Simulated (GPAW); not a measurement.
# V (Im-3m) in GPAW: single point with r2SCAN

Aim: the single point of V with r2SCAN.

All numbers are computed with GPAW 26.7.0; they aren't measurements. Logs are shortened: lines on timing, memory, paths and dates and some standing lists are left out, and cuts for length are marked. The log counts tension as positive stress, the text compression.

## (1) The cell of the first run

Symmetry: Im-3m, No. 229, cubic system. The conventional cell has a = 2.988 Å, b = 2.988 Å, c = 2.988 Å, α = 90.00°, β = 90.00°, γ = 90.00°. V (site symmetry m-3m) has 8 V at 2.59 Å as nearest neighbours.

## (2) Single point, r2SCAN, collinear spin, ferromagnetic start (volume scaled by 0.96)

The input, run.py:

```python
from ase.dft.bandgap import bandgap
from ase.io import read, write
from ase.units import GPa
from gpaw import GPAW, PW

atoms = read('V.cif')
atoms.set_initial_magnetic_moments([3.0])

calc = GPAW(mode=PW(450),
            xc='MGGA_X_R2SCAN+MGGA_C_R2SCAN',
            kpts={'size': (10, 10, 10), 'gamma': True},
            occupations={'name': 'fermi-dirac', 'width': 0.05},
            nbands=15,
            maxiter=120,
            txt='gpaw.txt')
atoms.calc = calc
energy = atoms.get_potential_energy()
forces = atoms.get_forces()
stress = atoms.get_stress()
calc.write('gs.gpw')
write('result.traj', atoms)
print(f'Energy: {energy:.6f} eV')
print('Forces (eV/A):')
print(forces.round(4))
print('Stress (GPa):', (stress / GPa).round(3))
print('Moments:', calc.get_magnetic_moments().round(3))
print('Fermi level:', round(calc.get_fermi_level(), 4), 'eV')
print(f'Gap: {bandgap(calc)[0]:.4f} eV, direct: {bandgap(calc, direct=True)[0]:.4f} eV')
```

The input, V.cif:

```cif
data_V
_cell_length_a 2.58748178
_cell_length_b 2.58748178
_cell_length_c 2.58748178
_cell_angle_alpha 109.47122063
_cell_angle_beta 109.47122063
_cell_angle_gamma 109.47122063
_space_group_name_H-M_alt 'P1'
_space_group_name_Hall 'P 1'
_space_group_IT_number 1
loop_
_space_group_symop_operation_xyz
'x,y,z'
loop_
_atom_site_label
_atom_site_type_symbol
_atom_site_symmetry_multiplicity
_atom_site_Wyckoff_symbol
_atom_site_fract_x
_atom_site_fract_y
_atom_site_fract_z
_atom_site_occupancy
V1 V 1 a 0.0000000000 0.0000000000 0.0000000000 1
```

Potentials or basis: GPAW PAW data sets (gpaw-data 1.2.1), pw.

Started as:

```
$ OMP_NUM_THREADS=1 python run.py
```

gpaw.txt:

```text
__  _  _
 | _ |_)|_||  |
 |__||  | ||/\| - 26.7.0

Input parameters:
  mode=PW(ecut=450.00000000000006),
  kpts=MonkhorstPack(size=(10, 10, 10), gamma=True),
  maxiter=120,
  nbands=15,
  occupations=Occupations(name='fermi-dirac', width=0.05),
  xc=XC(name='MGGA_X_R2SCAN+MGGA_C_R2SCAN')

Diagonalizing LCAO Hamiltonian
Converting LCAO to pw mode

       V

Atoms  # Å, Bohr magnetons
|   | symbol |        x |        y |        z |    initial magnetic moments |
|---|--------|----------|----------|----------|-----------------------------|
| 0 |      V | 0.000000 | 0.000000 | 0.000000 | ( 0.0000,  0.0000,  3.0000) |

Unit cell  # Å
| periodic |         x |         y |        z |  lengths |     angles |
|----------|-----------|-----------|----------|----------|------------|
|      yes |  2.587482 |  0.000000 | 0.000000 | 2.587482 | 109.471221 |
|      yes | -0.862494 |  2.439501 | 0.000000 | 2.587482 | 109.471221 |
|      yes | -0.862494 | -1.219751 | 2.112670 | 2.587482 | 109.471221 |

Number of symmetries: 48
Symmetry operations  # r_c * U_cc + t_c -> r_c
|    | kind |            matrix            |
|----|------|------------------------------|
|  0 |  σ   |  1, 1, 1,  0, 0,-1,  0,-1, 0 |
|  1 |  C4  |  1, 1, 1,  0, 0,-1, -1, 0, 0 |
|  2 |  C2  |  1, 1, 1,  0,-1, 0,  0, 0,-1 |
|  3 |  S6  |  1, 1, 1,  0,-1, 0, -1, 0, 0 |
|  4 |  S6  |  1, 1, 1, -1, 0, 0,  0, 0,-1 |
|  5 |  C4  |  1, 1, 1, -1, 0, 0,  0,-1, 0 |
|  6 |  E   |  1, 0, 0,  0, 1, 0,  0, 0, 1 |
|  7 |  σ   |  1, 0, 0,  0, 1, 0, -1,-1,-1 |
|  8 |  σ   |  1, 0, 0,  0, 0, 1,  0, 1, 0 |
|  9 |  C3  |  1, 0, 0,  0, 0, 1, -1,-1,-1 |
| 10 |  C3  |  1, 0, 0, -1,-1,-1,  0, 1, 0 |
| 11 |  σ   |  1, 0, 0, -1,-1,-1,  0, 0, 1 |
| 12 |  σ   |  0, 1, 0,  1, 0, 0,  0, 0, 1 |
| 13 |  C2  |  0, 1, 0,  1, 0, 0, -1,-1,-1 |
| 14 |  C3  |  0, 1, 0,  0, 0, 1,  1, 0, 0 |
| 15 |  S4  |  0, 1, 0,  0, 0, 1, -1,-1,-1 |
| 16 |  S4  |  0, 1, 0, -1,-1,-1,  1, 0, 0 |
| 17 |  C3  |  0, 1, 0, -1,-1,-1,  0, 0, 1 |
| 18 |  C3  |  0, 0, 1,  1, 0, 0,  0, 1, 0 |
| 19 |  S4  |  0, 0, 1,  1, 0, 0, -1,-1,-1 |
| 20 |  σ   |  0, 0, 1,  0, 1, 0,  1, 0, 0 |
| 21 |  C3  |  0, 0, 1,  0, 1, 0, -1,-1,-1 |
| 22 |  C2  |  0, 0, 1, -1,-1,-1,  1, 0, 0 |
| 23 |  S4  |  0, 0, 1, -1,-1,-1,  0, 1, 0 |
| 24 |  C4  |  0, 0,-1,  1, 1, 1,  0,-1, 0 |
| 25 |  σ   |  0, 0,-1,  1, 1, 1, -1, 0, 0 |
| 26 |  S6  |  0, 0,-1,  0,-1, 0,  1, 1, 1 |
| 27 |  C2  |  0, 0,-1,  0,-1, 0, -1, 0, 0 |
| 28 |  C4  |  0, 0,-1, -1, 0, 0,  1, 1, 1 |
| 29 |  S6  |  0, 0,-1, -1, 0, 0,  0,-1, 0 |
| 30 |  S6  |  0,-1, 0,  1, 1, 1,  0, 0,-1 |
| 31 |  C4  |  0,-1, 0,  1, 1, 1, -1, 0, 0 |
| 32 |  C4  |  0,-1, 0,  0, 0,-1,  1, 1, 1 |
| 33 |  S6  |  0,-1, 0,  0, 0,-1, -1, 0, 0 |
| 34 |  σ   |  0,-1, 0, -1, 0, 0,  1, 1, 1 |
| 35 |  C2  |  0,-1, 0, -1, 0, 0,  0, 0,-1 |
| 36 |  C2  | -1, 0, 0,  1, 1, 1,  0, 0,-1 |
| 37 |  S6  | -1, 0, 0,  1, 1, 1,  0,-1, 0 |
| 38 |  S6  | -1, 0, 0,  0, 0,-1,  1, 1, 1 |
| 39 |  C2  | -1, 0, 0,  0, 0,-1,  0,-1, 0 |
| 40 |  C2  | -1, 0, 0,  0,-1, 0,  1, 1, 1 |
| 41 |  i   | -1, 0, 0,  0,-1, 0,  0, 0,-1 |
| 42 |  S4  | -1,-1,-1,  1, 0, 0,  0, 1, 0 |
| 43 |  C3  | -1,-1,-1,  1, 0, 0,  0, 0, 1 |
| 44 |  C3  | -1,-1,-1,  0, 1, 0,  1, 0, 0 |
| 45 |  σ   | -1,-1,-1,  0, 1, 0,  0, 0, 1 |
| 46 |  S4  | -1,-1,-1,  0, 0, 1,  1, 0, 0 |
| 47 |  C2  | -1,-1,-1,  0, 0, 1,  0, 1, 0 |

BZ-sampling:
  Number of BZ points: 1000
  Number of IBZ points: 47

  Monkhorst-Pack size: [10, 10, 10]
  Monkhorst-Pack shift: [0.05, 0.05, 0.05]

K-points  # in reciprocal-cell coordinates
|     |                                coordinates |     weight |
|-----|--------------------------------------------|------------|
|   0 | (  0.00000000,   0.00000000,   0.00000000) | 0.00100000 |
|   1 | (  0.10000000,   0.00000000,   0.00000000) | 0.01200000 |
|   2 | (  0.10000000,   0.10000000,  -0.10000000) | 0.00600000 |
|   3 | (  0.20000000,   0.00000000,  -0.10000000) | 0.02400000 |
|   4 | (  0.20000000,   0.00000000,   0.00000000) | 0.01200000 |
|   5 | (  0.20000000,   0.10000000,  -0.10000000) | 0.02400000 |
|   6 | (  0.20000000,   0.20000000,  -0.20000000) | 0.00600000 |
|   7 | (  0.30000000,  -0.10000000,  -0.10000000) | 0.00800000 |
|   8 | (  0.30000000,   0.00000000,  -0.10000000) | 0.04800000 |
|   9 | (  0.30000000,   0.00000000,   0.00000000) | 0.01200000 |
| ... |                                            |            |
|  46 | (  0.50000000,   0.50000000,   0.50000000) | 0.00100000 |

Plane wave coefficients: 321
Cutoff: 450.00000000000006 eV

Spin-components: 2 (collinear spins)
Bands:           15
Projectors:      6
Spin-degeneracy: 1
Datatype:        complex128

Parallelization:
  kpt:    1
  domain: 1
  band:   1

Density:
  Valence electrons: 13.0
  Components: 2
  Grid points: [14 14 14]
  Charge: 0.0  # |e|

Potential:
  Grid points: [14 14 14]

species:
  V:
    name:    Vanadium
    Z:       23.0
    valence: 13
    core:    10
    charge:  0.0  # [|e|]
    compensation charges:
      type: gauss
      rc: 0.37  # [Å]
      lmax: 2
    cutoffs:
      filter: 2.14  # [Å]
      core: 0.96  # [Å]
    projectors
    | kind |    occ | energy [eV] | rcut [Å] |
    |------|--------|-------------|----------|
    |   3s |  2.000 |     -70.222 |    1.254 |
    |   4s |  2.000 |      -4.702 |    1.254 |
    |   3p |  6.000 |     -44.043 |    1.281 |
    |   4p |  0.000 |      -1.444 |    1.281 |
    |   3d |  3.000 |      -5.164 |    1.169 |
    |    d |        |      22.047 |    1.169 |

    Using partial waves for V as LCAO basis

Reference energy: -25820.495562  # eV

eigensolver:
  PPCG
  Converge bands: occupied
  niter=2

density mixing:
  MSR1-Mixer
  Pratt-step length: 0.05
  Maximum mixing coefficient: 0.75
  Old densities: 10
  SVD Regularization: 0.005
  Good broyden scale: 1.0
  Trust region scale: 1.0
  Backstep threshold: 4.0
  History deletion threshold: 6.0
  Fourier metric: weight=20.0, sigma=0.015

occupation numbers:
  Fermi-Dirac:
    width: 0.0500  # eV

poisson solver:
  ecut: 3600.0000000000005  # eV

xc functional:
  name: MGGA_X_R2SCAN+MGGA_C_R2SCAN with 2 nearest neighbor stencil

convergence criteria:
- Maximum [total energy] change in last 3 cyles: 0.0005 eV / valence electron
- Maximum integral of absolute [dens]ity change: 0.0001 electrons / valence electron
- Maximum integral of absolute [eigenst]ate change: 4e-08 eV^2 / valence electron
maximum number of iterations: 120

SCF iterations
|iter     | |      energy | eigst |  dens |  magmom |
|---------|-|-------------|-------|-------|---------|
|iter:   1| |  -14.695704 | +0.29 |       |  +3.0106|
|iter:   2| |  -12.209484 | -1.42 | -0.77 |  +2.9345|
|iter:   3| |  -13.009497 | -1.66 | -0.78 |  +1.4163|
|iter:   4| |  -13.034878 | -1.98 | -1.14 |  +0.3582|
|iter:   5| |  -13.091200 | -2.52 | -1.59 |  +0.5312|
|iter:   6| |  -13.103483 | -2.99 | -1.85 |  +0.4778|
|iter:   7| |  -13.107348 | -3.45 | -2.36 |  +0.4391|
|iter:   8| |  -13.113181 | -2.96 | -2.47 |  +0.3428|
|iter:   9| |  -13.113840c| -4.35 | -2.41 |  +0.3226|
|iter:  10| |  -13.119319c| -2.92 | -2.52 |  +0.1288|
|iter:  11| |  -13.121784 | -3.14 | -2.45 |  -0.0560|
|iter:  12| |  -13.124129c| -4.03 | -2.50 |  -0.0025|
|iter:  13| |  -13.124114c| -4.86 | -3.21 |  -0.0181|
|iter:  14| |  -13.123930c| -4.40 | -3.18 |  +0.0285|
|iter:  15| |  -13.124012c| -4.21 | -3.02 |  -0.0193|
|iter:  16| |  -13.124141c| -5.63 | -3.09 |  -0.0168|
|iter:  17| |  -13.124193c| -5.35 | -3.25 |  -0.0035|
|iter:  18| |  -13.124182c| -5.87 | -3.74 |  +0.0080|
|iter:  19| |  -13.124196c| -5.95 | -3.52 |  +0.0008|
|iter:  20| |  -13.124197c| -7.62c| -4.52c|  +0.0002|

Converged in 20 steps
Energy contributions relative to reference atoms: (reference = -25820.495562)

Energy contributions:
  Kinetic:          -1.743740
  Coulomb:           0.831604
  Zero:              0.158245
  External:          0.000000
  Xc:              -12.365072
  Entropy:          -0.010469
  Spinorbit:         0.000000
  ----------------------------
  Free energy:     -13.129432
  Extrapolated:    -13.124197

dipole moment: (-2.095689, -2.963752, -5.133369)  # |e|*Ang

Total magnetic moment: (0.000000, 0.000000, 0.000197)

Local magnetic moments
|        x |        y |        z |
|----------|----------|----------|
| 0.000000 | 0.000000 | 0.000308 |  # V    0

Fermi level: 9.586
Eigenvalues  # (at kpt = [0.000, 0.000, 0.000])
| band index |      eig [eV] | occ [0-1] |      eig [eV] | occ [0-1] |
|------------|---------------|-----------|---------------|-----------|
|          0 |       -56.779 |     1.000 |       -56.779 |     1.000 |
|          1 |       -28.917 |     1.000 |       -28.917 |     1.000 |
|          2 |       -28.917 |     1.000 |       -28.917 |     1.000 |
|          3 |       -28.917 |     1.000 |       -28.917 |     1.000 |
|          4 |         2.554 |     1.000 |         2.553 |     1.000 |
|          5 |        10.052 |     0.000 |        10.053 |     0.000 |
|          6 |        10.052 |     0.000 |        10.053 |     0.000 |
|          7 |        10.052 |     0.000 |        10.053 |     0.000 |
|          8 |        12.240 |     0.000 |        12.240 |     0.000 |
|          9 |        12.240 |     0.000 |        12.240 |     0.000 |
|         10 |        31.408 |     0.000 |        31.408 |     0.000 |
|         11 |        31.408 |     0.000 |        31.408 |     0.000 |
|         12 |        31.408 |     0.000 |        31.408 |     0.000 |
|        ... |               |           |               |           |
|         14 |        38.328 |     0.000 |        38.327 |     0.000 |

No gap
No difference between direct/indirect transitions

Forces  # eV/Ang
|       x |       y |        z |
|---------|---------|----------|
| 0.00000 | 0.00000 | -0.00000 |  # V    0

Stress tensor  # eV/Ang^3
|         x |         y |         z |
|-----------|-----------|-----------|
| -0.014108 |  0.000000 |  0.000000 |
|  0.000000 | -0.014108 |  0.000000 |
|  0.000000 |  0.000000 | -0.014108 |

# Writing to gs.gpw (mode='')
```

It took 64 s on 1 thread of Arm Neoverse V1, shared host; peak memory 0.2 GiB.

Results:

- Free energy: -13.1294 eV
- Pressure: 2.3 GPa
- Band gap on the k mesh: none (metal or under the smearing width)
- Net moment: 0.00 μB per cell

Levels at points of the mesh, in eV from the Fermi level:
Spin up:
```csv
k point,band 2,band 3,band 4,band 5,band 6,band 7,band 8,band 9,band 10,band 11
"(0.00, 0.00, 0.00)",-38.50,-38.50,-38.50,-7.03,0.47,0.47,0.47,2.65,2.65,21.82
"(0.50, 0.50, 0.00)",-39.46,-38.80,-38.51,-3.34,-1.17,1.56,2.64,3.04,4.35,10.83
"(0.50, 0.50, 0.50)",-39.15,-39.15,-39.15,-3.14,-3.14,3.93,3.93,3.93,10.78,10.78
```
Spin down:
| k point | band 2 | band 3 | band 4 | band 5 | band 6 | band 7 | band 8 | band 9 | band 10 | band 11 |
| --- | --- | --- | --- | --- | --- | --- | --- | --- | --- | --- |
| (0.00, 0.00, 0.00) | -38.50 | -38.50 | -38.50 | -7.03 | 0.47 | 0.47 | 0.47 | 2.65 | 2.65 | 21.82 |
| (0.50, 0.50, 0.00) | -39.46 | -38.80 | -38.51 | -3.34 | -1.17 | 1.55 | 2.64 | 3.04 | 4.35 | 10.83 |
| (0.50, 0.50, 0.50) | -39.15 | -39.15 | -39.15 | -3.14 | -3.14 | 3.93 | 3.93 | 3.93 | 10.78 | 10.78 |

Caveat: the cutoff is short for stress and forces, so pressures can be off by a GPa or more; the PAW data sets were made with another functional, which shifts forces and pressure a little.
